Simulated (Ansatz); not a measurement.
**SnTe under changes of volume**

One of the cells (31.281 Å³/atom); the others are scaled copies at fixed shape and fractional positions:

```
Te Sn
1.0
     0.00000    3.15085    3.15085
     3.15085    0.00000    3.15085
     3.15085    3.15085    0.00000
Te Sn
1 1
Direct
  0.50000 0.50000 0.50000
  0.00000 0.00000 0.00000
```

| Property | Result |
| --- | --- |
| Program | Ansatz 0.2.0 |
| Functional | PBE |
| Potentials or basis | Ansatz PAW large core |
| Cutoff | 420 eV (not typed: the program's choice for these potentials) |
| k mesh | 7 × 7 × 7 |
| Occupations | fermi-dirac, width 0.05 eV |
| Spin | no spin polarisation |

```csv
volume (Å³/atom),energy over the lowest point (meV/atom),pressure (GPa)
29.404,55.79,5.7
30.030,?,?
30.656,20.93,3.3
31.281,10.23,2.2
31.907,3.43,1.3
32.532,0.13,0.4
33.158,0.00,-0.3
```

What does the run at 30.030 Å³/atom give?

Energy over the lowest point 35.96 meV/atom; pressure 4.4 GPa.

Worked out: A Birch-Murnaghan fit of order 3 (a polynomial in V^(-2/3)) to the other rows has its minimum at 32.87 Å³/atom with B0 = V·E''(V) = 40 GPa and B' = 4.4. It gives 35.96 meV/atom at 30.030 Å³/atom, against the run's 35.96, and -dE/dV = 4.4 GPa, against 4.4.

Energies are extrapolated to zero smearing.

Caveats: this set keeps more shells in the core, which shifts pressures and gaps.
